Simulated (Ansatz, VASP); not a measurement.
# In3Ga13O24 (Ga1.6In0.4O3, monoclinic beta-Ga2O3 type): VASP beside Ansatz

One calculation is typed for both programs; each brings its own data sets. How far apart do they land? The cell is invented: As first built, before any earlier steps moved the atoms (in the runner's words): 1x2x2 conventional cells of the Ga2O3 type (80 atoms: 48 O, 26 Ga, 6 In); Ga/In share their sites, the best of 600 random draws by like-pair counts in two shells; start lattice of Ga2O3; atoms moved at random by 0.02 A. It may not be a known or stable phase. The structure shown is the end of the Ansatz relaxation below.

Method: plane waves, with VASP 6.6.1 beside it; single point at PBEsol, in Ansatz 0.2.0.

## Step 1: Starting point

The cell holds 80 atoms: 48 O, 26 Ga and 6 In. Its edges and angles: a = 12.433 Å, b = 6.224 Å, c = 11.868 Å, α = 90.0°, β = 103.8°, γ = 89.9°. It derives from Ga2O3 (Ga2O3 type, space group 12), repeated 1×2×2. As first built, before any earlier steps moved the atoms (in the runner's words): 1x2x2 conventional cells of the Ga2O3 type (80 atoms: 48 O, 26 Ga, 6 In); Ga/In share their sites, the best of 600 random draws by like-pair counts in two shells; start lattice of Ga2O3; atoms moved at random by 0.02 A.

## Step 2: Ansatz: relaxation, PBEsol

Ansatz runs on its default PAW (the set named soft_2) files.

This run makes the geometry at which the two programs are then compared.

Contents of input.yaml:

```yaml
crystal:
  lattice:
    - [12.214, 0.0, 0.0]
    - [0.0, 6.0742, 0.0]
    - [-2.77198, 0.0, 11.26002]
  atoms:
    - { symbol: O, position: [0.16584, 0.99995, 0.0527] }
    - { symbol: O, position: [0.33588, 0.24764, 0.44567] }
    - { symbol: O, position: [0.17377, 0.99586, 0.28297] }
    - { symbol: O, position: [0.32776, 0.25311, 0.21858] }
    - { symbol: O, position: [0.49516, 0.00381, 0.1284] }
    - { symbol: O, position: [0.00495, 0.24982, 0.36981] }
    - { symbol: O, position: [0.66347, 0.24572, 0.05327] }
    - { symbol: O, position: [0.83571, 0.99797, 0.44911] }
    - { symbol: O, position: [0.67195, 0.24868, 0.28232] }
    - { symbol: O, position: [0.83028, 0.00022, 0.21943] }
    - { symbol: O, position: [0.99527, 0.247, 0.12718] }
    - { symbol: O, position: [0.50559, 0.99965, 0.37175] }
    - { symbol: O, position: [0.16509, 0.00413, 0.55771] }
    - { symbol: O, position: [0.33542, 0.24837, 0.94442] }
    - { symbol: O, position: [0.17115, 0.99905, 0.78265] }
    - { symbol: O, position: [0.32761, 0.24811, 0.71837] }
    - { symbol: O, position: [0.49564, 0.00013, 0.63007] }
    - { symbol: O, position: [0.00437, 0.24759, 0.87099] }
    - { symbol: O, position: [0.66325, 0.25039, 0.55431] }
    - { symbol: O, position: [0.83361, 0.99805, 0.94633] }
    - { symbol: O, position: [0.67158, 0.24666, 0.7821] }
    - { symbol: O, position: [0.82967, 0.001, 0.71691] }
    - { symbol: O, position: [0.99597, 0.25157, 0.63092] }
    - { symbol: O, position: [0.50636, 0.99664, 0.87082] }
    - { symbol: O, position: [0.16436, 0.50001, 0.056] }
    - { symbol: O, position: [0.33666, 0.74963, 0.44775] }
    - { symbol: O, position: [0.17344, 0.49525, 0.28162] }
    - { symbol: O, position: [0.32668, 0.74939, 0.22167] }
    - { symbol: O, position: [0.49677, 0.49575, 0.12856] }
    - { symbol: O, position: [0.00521, 0.74859, 0.37323] }
    - { symbol: O, position: [0.66349, 0.75225, 0.05389] }
    - { symbol: O, position: [0.8336, 0.50279, 0.44248] }
    - { symbol: O, position: [0.6758, 0.74952, 0.27799] }
    - { symbol: O, position: [0.82382, 0.49707, 0.21449] }
    - { symbol: O, position: [0.9981, 0.75869, 0.12707] }
    - { symbol: O, position: [0.50472, 0.50662, 0.37091] }
    - { symbol: O, position: [0.16494, 0.50321, 0.55203] }
    - { symbol: O, position: [0.33605, 0.75367, 0.94532] }
    - { symbol: O, position: [0.17417, 0.50405, 0.78398] }
    - { symbol: O, position: [0.32648, 0.74371, 0.71783] }
    - { symbol: O, position: [0.4959, 0.50011, 0.62863] }
    - { symbol: O, position: [0.0024, 0.75013, 0.86915] }
    - { symbol: O, position: [0.66804, 0.74891, 0.55411] }
    - { symbol: O, position: [0.83783, 0.49952, 0.94546] }
    - { symbol: O, position: [0.67693, 0.74706, 0.78168] }
    - { symbol: O, position: [0.82697, 0.50297, 0.71709] }
    - { symbol: O, position: [0.99546, 0.74442, 0.62984] }
    - { symbol: O, position: [0.50362, 0.49823, 0.87223] }
    - { symbol: Ga, position: [0.41055, 0.24753, 0.09931] }
    - { symbol: Ga, position: [0.15714, 0.25173, 0.15739] }
    - { symbol: Ga, position: [0.58901, 0.25105, 0.39661] }
    - { symbol: Ga, position: [0.90897, 0.99722, 0.10024] }
    - { symbol: Ga, position: [0.65897, 0.00149, 0.15699] }
    - { symbol: Ga, position: [0.83908, 0.25208, 0.34475] }
    - { symbol: Ga, position: [0.08947, 0.99953, 0.8971] }
    - { symbol: Ga, position: [0.40929, 0.2499, 0.60436] }
    - { symbol: Ga, position: [0.15941, 0.24407, 0.65643] }
    - { symbol: Ga, position: [0.33997, 0.99628, 0.8385] }
    - { symbol: Ga, position: [0.91102, 0.00122, 0.6034] }
    - { symbol: Ga, position: [0.65882, 0.00403, 0.65997] }
    - { symbol: Ga, position: [0.09309, 0.50226, 0.40016] }
    - { symbol: Ga, position: [0.40933, 0.75195, 0.10052] }
    - { symbol: Ga, position: [0.15843, 0.75335, 0.15861] }
    - { symbol: Ga, position: [0.34173, 0.49981, 0.34] }
    - { symbol: Ga, position: [0.589, 0.75277, 0.39444] }
    - { symbol: Ga, position: [0.90982, 0.49749, 0.10174] }
    - { symbol: Ga, position: [0.65683, 0.50431, 0.1573] }
    - { symbol: Ga, position: [0.84101, 0.75809, 0.34174] }
    - { symbol: Ga, position: [0.09098, 0.50234, 0.89768] }
    - { symbol: Ga, position: [0.40945, 0.74531, 0.60147] }
    - { symbol: Ga, position: [0.15753, 0.74633, 0.65754] }
    - { symbol: Ga, position: [0.33927, 0.50319, 0.84463] }
    - { symbol: Ga, position: [0.9093, 0.50019, 0.60337] }
    - { symbol: Ga, position: [0.83996, 0.74931, 0.84498] }
    - { symbol: In, position: [0.0905, 0.00469, 0.39848] }
    - { symbol: In, position: [0.34121, 0.99891, 0.3446] }
    - { symbol: In, position: [0.58939, 0.25289, 0.89338] }
    - { symbol: In, position: [0.84077, 0.24482, 0.84371] }
    - { symbol: In, position: [0.58999, 0.75396, 0.89571] }
    - { symbol: In, position: [0.66064, 0.50348, 0.65578] }
kpoints:
  mp_grid: { grid: [2, 4, 2], shift: [0.5, 0.5, 0.5] }
hamiltonian:
  xc: pbesol
scf:
  occupations: { method: fermi_dirac, width: 0.01 }
output:
  forces: true
  stress: true
relax:
  f_tol: 0.02
  max_steps: 45
  cell: { stress_tol: 0.1 }
```

Launch:

```bash
> ansatz run input.yaml --threads 32 --pin off --max-ram 143360MiB --backend cuda --events-out ev --progress --plain --runs-dir out
```

Numbers of over 12 decimals in the logs are rounded to 6 here.

Log:

```text
Engine: ansatz 0.2.0, aarch64-unknown-linux-gnu
Pseudopotentials: kind: paw
Pseudopotential: O, paw, valence charge 6, recommended cutoff 420 eV (normal), O.paw.azcp
Pseudopotential: Ga, paw, valence charge 13, recommended cutoff 420 eV (normal), Ga.paw.azcp
Pseudopotential: In, paw, valence charge 13, recommended cutoff 420 eV (normal), In.paw.azcp
device memory: the entry about to start is reckoned to put 24.7 GiB on a device that reports 182.5 GiB free
GPU FFT provider: cuFFT
GPU libraries: cuBLAS 13.8.1, cuFFT 12.4.0, cuSOLVER 12.3.2
GPU matrix products: emulated (plane waves: as basis.precision tells), large ones in fixed point in workspaces of 1.00 GiB
Crystal: 80 atoms, lattice volume = 835.384 Å³
Basis set: ecut = 420 eV, 16313 PW (Γ), exchange–correlation on 180×90×160 points (8 copies of the dense FFT grid, shifted against one another)
Bands: 432, of which v1, the nominal top of the filled ones, is band 352 counted from 1 (351 counted from 0)
k-points: 8 of 16 (time reversal used)
PAW frozen core: O, regenerated for the run's functional, and the local potential with it (the file was generated under x = pbe(κ = 0.804, μ = 0.219515), c = pbe(β = 0.066725))
PAW frozen core: Ga, regenerated for the run's functional, and the local potential with it (the file was generated under x = pbe(κ = 0.804, μ = 0.219515), c = pbe(β = 0.066725))
PAW frozen core: In, regenerated for the run's functional, and the local potential with it (the file was generated under x = pbe(κ = 0.804, μ = 0.219515), c = pbe(β = 0.066725))
GPU buffer pool allocated for 324000 grid points (all kernels)
GPU transforms: local potential and band sums: pruned to the plane-wave sphere, on 81×45×80
relax step   1: F+E_penalty+E_count = -157409.71766940 eV  Δ(F+E_penalty+E_count) = +0.000e0 eV  max|allowed force component| = 7.536e0 eV/Å  Δτ_max = 0.0000 Å  P = +19.094 GPa  Ω = 835.384 Å³  (9 SCF iters, dr2 threshold 1.00e-7 eV, accepted)
[... from here on, the SCF cycles and remarks between the steps are left out ...]
relax step   2: F+E_penalty+E_count = -157418.84640669 eV  Δ(F+E_penalty+E_count) = -9.129e0 eV  max|allowed force component| = 2.290e0 eV/Å  Δτ_max = 0.1587 Å  P = +3.373 GPa  Ω = 880.459 Å³  energy of the carried Pulay correction = -2.267e-1 eV  (8 SCF iters, dr2 threshold 8.00e-6 eV, accepted)
relax step   3: F+E_penalty+E_count = -157419.57632497 eV  Δ(F+E_penalty+E_count) = -7.299e-1 eV  max|allowed force component| = 6.604e-1 eV/Å  Δτ_max = 0.2000 Å  P = -0.114 GPa  Ω = 890.476 Å³  energy of the carried Pulay correction = -2.755e-1 eV  (8 SCF iters, dr2 threshold 8.00e-6 eV, accepted)
relax step   4: F+E_penalty+E_count = -157419.77060611 eV  Δ(F+E_penalty+E_count) = -1.943e-1 eV  max|allowed force component| = 1.615e-1 eV/Å  Δτ_max = 0.0815 Å  P = -0.029 GPa  Ω = 888.789 Å³  energy of the carried Pulay correction = -2.673e-1 eV  (7 SCF iters, dr2 threshold 8.00e-6 eV, accepted)
relax step   5: F+E_penalty+E_count = -157419.79623118 eV  Δ(F+E_penalty+E_count) = -2.563e-2 eV  max|allowed force component| = 5.633e-2 eV/Å  Δτ_max = 0.0509 Å  P = +0.066 GPa  Ω = 888.030 Å³  energy of the carried Pulay correction = -2.636e-1 eV  (7 SCF iters, dr2 threshold 1.63e-6 eV, accepted)
relax step   6: F+E_penalty+E_count = -157419.79568696 eV  Δ(F+E_penalty+E_count) = +5.442e-4 eV  max|allowed force component| = 2.132e-2 eV/Å  Δτ_max = 0.0182 Å  P = +0.009 GPa  Ω = 888.645 Å³  energy of the carried Pulay correction = -2.666e-1 eV  (7 SCF iters, dr2 threshold 1.98e-7 eV, accepted)
relax step   7: F+E_penalty+E_count = -157419.79597214 eV  Δ(F+E_penalty+E_count) = -2.852e-4 eV  max|allowed force component| = 5.535e-3 eV/Å  Δτ_max = 0.0056 Å  P = +0.001 GPa  Ω = 888.621 Å³  energy of the carried Pulay correction = -2.665e-1 eV  (7 SCF iters, dr2 threshold 2.84e-8 eV, accepted)
relax step   8: F+E_penalty+E_count = -157420.15926080 eV  Δ(F+E_penalty+E_count) = -3.633e-1 eV  max|allowed force component| = 6.552e-3 eV/Å  Δτ_max = 0.0000 Å  P = +0.614 GPa  Ω = 888.621 Å³  stress off target by 6.60e-1 GPa  SCF on the basis re-selected at this cell (its energy is not comparable with the rows above)  (8 SCF iters)
relax step   9: F+E_penalty+E_count = -157420.14971227 eV  Δ(F+E_penalty+E_count) = +9.549e-3 eV  max|allowed force component| = 1.491e-2 eV/Å  Δτ_max = 0.0092 Å  P = +0.036 GPa  Ω = 891.839 Å³  energy of the carried Pulay correction = -1.579e-2 eV  (6 SCF iters, dr2 threshold 1.09e-6 eV, accepted)
relax step  10: F+E_penalty+E_count = -157420.16545382 eV  Δ(F+E_penalty+E_count) = -1.574e-2 eV  max|allowed force component| = 1.493e-2 eV/Å  Δτ_max = 0.0000 Å  P = +0.047 GPa  Ω = 891.839 Å³  stress off target by 8.55e-2 GPa  SCF on the basis re-selected at this cell (its energy is not comparable with the rows above)  (5 SCF iters)
basis re-selected at this cell: Δ(F+E_penalty+E_count) = -1.574e-2 eV, ΔP = +0.011 GPa vs the last step (what re-selecting the basis moved, of the pressure what is left beyond the Pulay correction that the steps carried, after the strain that the cell walked since its last selection, with what the two solves' SCF thresholds leave and, on support functions, any second-order correction that the steps lacked; it is no m [...]
SCF converged after 5 iterations
Free energy (F): -157420.165454 eV
Internal energy: -157420.165454 eV  (E = F + TS)
E sigma→0 (E₀):  -157420.165454 eV
Fermi energy:    9.111220 eV
--- Forces (eV/Å), atoms counted from 1 ---
  max |Σ_I F_I| component: 4.18e-6 eV/Å
--- Stress (GPa, compression-positive) ---
        0.044526      -0.000131      -0.013796
       -0.000131       0.016822      -0.002825
       -0.013796      -0.002825       0.080768
  P = ⅓ Tr σ = 0.0474 GPa (0.474 kbar)
--- Band table (eV; the first three rows and the last of 8) ---
--- Relaxed structure (8 steps of the walk, 8 accepted, 2 SCFs on fresh bases) ---
  F+E_penalty+E_count = -157420.16545382 eV   max|allowed force component| = 1.493e-2 eV/Å   (the final SCF, on the basis selected at the relaxed cell)
  cell:  # Å, volume = 891.8393 Å³
    - [12.433107, 0.00589991, -0.0069826]
    - [0.00293411, 6.224039, 0.000625812]
    - [-2.828144, -0.000178894, 11.526424]
  atoms:
    [... one line an atom ...]
```

[end of part 1 of 2]

[Lines on the potential files, build, host, timing and source positions are cut from VASP's logs without a mark.]

[Logs are printed without paths, hosts, clocks, repeated set-up lines and the standing remarks that a program may print on its own settings, such as how far it seeks lower states.]

[Hosts, paths, dates, database ids (printed as entryN), source tags and the programs' standing remarks are cut or masked in the printed files.]
